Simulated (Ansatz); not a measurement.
A run of Ansatz 0.2.0 is set up as follows.

Contents of input.yaml:

```yaml
crystal:
  lattice:
    - [-1.594389, 1.591296, 1.584536]
    - [1.612386, -1.54306, 1.554296]
    - [1.606588, 1.555258, -1.536299]
  atoms:
    - { symbol: Mo, position: [-0.004893, -0.028505, -0.027978] }
kpoints:
  mp_grid: { grid: [12, 12, 12] }
scf:
  occupations: { method: fermi_dirac, width: 0.05 }
hamiltonian:
  xc: pbesol
  pseudopotentials: { kind: all_electron, lapw: { basis_error: 0.001 } }
output:
  forces: true
  stress: true
  eigenvalues: true
  populations: true
```

Potentials or basis: all-electron LAPW, scalar-relativistic.

Launch:

```bash
$ ansatz run input.yaml --threads 1 --pin off --max-ram 3072MiB --backend cpu --events-out ev --progress --plain --runs-dir out
```

Problem. Predict the pressure.

Solution. -9.4 GPa.

Problem. Estimate the band gap on the k mesh.

Solution. None (metal or under the smearing width).

Stress tensor (GPa, compression positive):
```
-14.63  -0.80  -1.21
 -0.80  -7.18  -3.07
 -1.21  -3.07  -6.28
```
